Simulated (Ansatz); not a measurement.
Set up this calculation in Ansatz 0.2.0, as the native input.

| Item | Value |
| --- | --- |
| Task | band structure |
| Functional | LDA |
| Potentials or basis | all-electron LAPW, scalar-relativistic |
| Cutoff | 245 eV (chosen from the basis error) |
| Basis error allowed | 0.001 eV/atom |
| k mesh | 8 × 8 × 8 |
| Occupations | fermi-dirac, width 0.05 eV |
| Spin | no spin polarisation |

Crystal: InP.

```
In P
1.0
     0.00000    2.93050    2.93050
     2.93050    0.00000    2.93050
     2.93050    2.93050    0.00000
In P
1 1
Direct
  0.00000 0.00000 0.00000
  0.75000 0.75000 0.75000
```

These files were run (other wordings do the same):

input.yaml

```yaml
crystal:
  lattice:
    - [0.0, 2.9305, 2.9305]
    - [2.9305, 0.0, 2.9305]
    - [2.9305, 2.9305, 0.0]
  atoms:
    - { symbol: In, position: [0.0, 0.0, 0.0] }
    - { symbol: P, position: [0.75, 0.75, 0.75] }
kpoints:
  mp_grid: { grid: [8, 8, 8] }
  band_path:
    path:
      - [0.0, 0.0, 0.0]
      - [0.5, 0.0, 0.5]
      - [0.5, 0.25, 0.75]
      - [0.375, 0.375, 0.75]
      - [0.0, 0.0, 0.0]
      - [0.5, 0.5, 0.5]
      - [0.625, 0.25, 0.625]
      - [0.5, 0.25, 0.75]
    npoints: 8
scf:
  occupations: { method: fermi_dirac, width: 0.05 }
hamiltonian:
  xc: lda
  pseudopotentials: { kind: all_electron, lapw: { basis_error: 0.001 } }
output:
  forces: true
  stress: true
  eigenvalues: true
```

Potentials or basis: all-electron LAPW, scalar-relativistic.

Launch:

```bash
$ ansatz run input.yaml --threads 1 --pin off --max-ram 3072MiB --backend cpu --events-out ev --progress --plain --runs-dir out
```

It gave:

| Quantity | Value |
| --- | --- |
| Pressure | -1.2 GPa |
| Band gap on the k mesh | 0.48 eV, direct |
| Band gap along the path | 0.48 eV, direct |

Caveat: spin-orbit coupling is left out, which moves the levels of the heavy elements.

It took 17 s on 1 thread of Arm Neoverse V1, on a shared host, peak memory 0.26 GiB.
